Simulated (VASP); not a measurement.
Write the native input for VASP 6.6.1 that does the following.

```
Task                   : single point
Functional             : PBE
Potentials or basis    : VASP PAW PBE potentials, release 64 (Ca_sv)
Cutoff                 : 520 eV
k mesh                 : 14 × 14 × 14
Occupations            : gaussian, width 0.1 eV
Spin                   : no spin polarisation
Dipole correction      : no
Further INCAR settings : ALGO = Normal; EDIFF = 1e-06; NBANDS = 11
```

The structure of Ca lies in POSCAR:

```
Ca
1.0
   -2.1807361690      2.1807361690      2.0526319108
    2.1807361690     -2.1807361690      2.0526319108
    2.1807361690      2.1807361690     -2.0526319108
Ca
1
Direct
    0.0000000000      0.0000000000      0.0000000000
```

This isn't the form of Ca at room conditions, which is fcc.

The cell isn't the ideal one: Mg replaced by Ca, lengths x 1.149, strained and moved within the space group.

These files were run (other wordings do the same):

INCAR

```
PREC = Accurate
ENCUT = 520
EDIFF = 1E-6
ISMEAR = 0
SIGMA = 0.1
LREAL = F
LASPH = T
NELM = 100
ALGO = Normal
ISIF = 2
LWAVE = F
LCHARG = T
GGA = PE
LELF = T
LVHAR = T
NBANDS = 11
```

KPOINTS

```
regular mesh
0
Gamma
  14 14 14
```

Potentials or basis: VASP PAW PBE potentials, release 64 (Ca_sv).

Launch:

```bash
$ cat potpaw_PBE.64/Ca_sv/POTCAR > POTCAR
$ mpirun -np 1 vasp_std > vasp.out
```

It gave:

The pressure is 1.4 GPa and the band gap on the k mesh is none (metal or under the smearing width).

It took 72 s on 1 thread of Intel(R) Xeon(R) Platinum 8259CL CPU @ 2.50GHz (Skylake/Cascade Lake), with other jobs on the host, peak memory 0.23 GiB.
